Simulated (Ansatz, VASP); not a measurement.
## Al in VASP and in Ansatz

```
Al
1.0
    -1.61216    1.61216    1.61216
     1.61216   -1.61216    1.61216
     1.61216    1.61216   -1.61216
Al
1
Cartesian
  0.0000 0.0000 0.0000
```

This isn't the form of Al at room conditions, which is fcc.

Alike in both runs: task single point; functional r2SCAN; k mesh 12 × 12 × 12; occupations fermi-dirac, width 0.05 eV; no spin polarisation.

|  | VASP | Ansatz |
| --- | --- | --- |
| version | VASP 6.6.1 | Ansatz 0.2.0 |
| potentials or method | VASP PAW PBE potentials, release 64 (Al) | Ansatz PAW |
| plane-wave cutoff (eV) | 520 | 500 |
| valence electrons in the cell | 3 | 3 |

```tsv
	VASP	Ansatz	Ansatz less VASP
gap on the k mesh at the Fermi level (eV)	none	none	-
pressure (GPa)	-2.9	-2.6	+0.30
```

A gap of «none» marks a metal or a gap that the smearing closes.

Caveats: the PAW data sets were made with another functional, which shifts forces and pressure a little (VASP); the PAW data sets come from PBE, with cores solved anew for the run's functional, which leaves a small shift of forces and pressure (Ansatz).
